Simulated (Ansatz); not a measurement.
Ionic part of the dielectric constant of MgO at 22 GPa, mode by mode

Computed with Ansatz 0.2.0, DFT PBE, scalar-relativistic, plane waves, PAW. Cutoff 420 eV, 12×12×6 k-points (Γ-centred), fixed occupations. No spin polarisation. Phonons by linear response, acoustic sum rule imposed.

The structure is hexagonal, space group P6_3/mmc (No. 194). The conventional cell has a = 3.362 Å, b = 3.362 Å, c = 4.063 Å, α = 90.00°, β = 90.00°, γ = 120.00°. Mg (site symmetry -6m2) has 5 O at 1.94 to 2.03 Å as nearest neighbours. O (site symmetry -6m2) has 5 Mg at 1.94 to 2.03 Å as nearest neighbours.

The primitive cell has V = 39.76 Å³ and ε∞,xx = 2.936. Each polar mode adds Δε = (4.92064×10⁷/V)·S/ν² along x, with S its oscillator strength in e²/amu, ν in cm⁻¹ and V in Å³.

Question: From these modes, find each Δε and ε0,xx.
| ν (cm⁻¹) | S_xx (e²/amu) |
| --- | --- |
| 597.8 | 0.6316 |

Answer:
| ν (cm⁻¹) | Δε |
| --- | --- |
| 597.8 | 2.19 |

The sum is 2.187, so ε0,xx = 5.12; the run's tensor has 5.12.

Question: Where do the longitudinal modes lie for a wave vector along x?

Answer: At 790 cm⁻¹. The Lyddane–Sachs–Teller product Π(ν_LO/ν_TO)² = 1.75 matches ε0/ε∞ = 1.75.

This form isn't the usual stable structure of the compound at low pressure.

Cost: 1 run of about 2.2 core-minutes, on Intel Xeon Platinum 8488C (Sapphire Rapids) (shared hosts).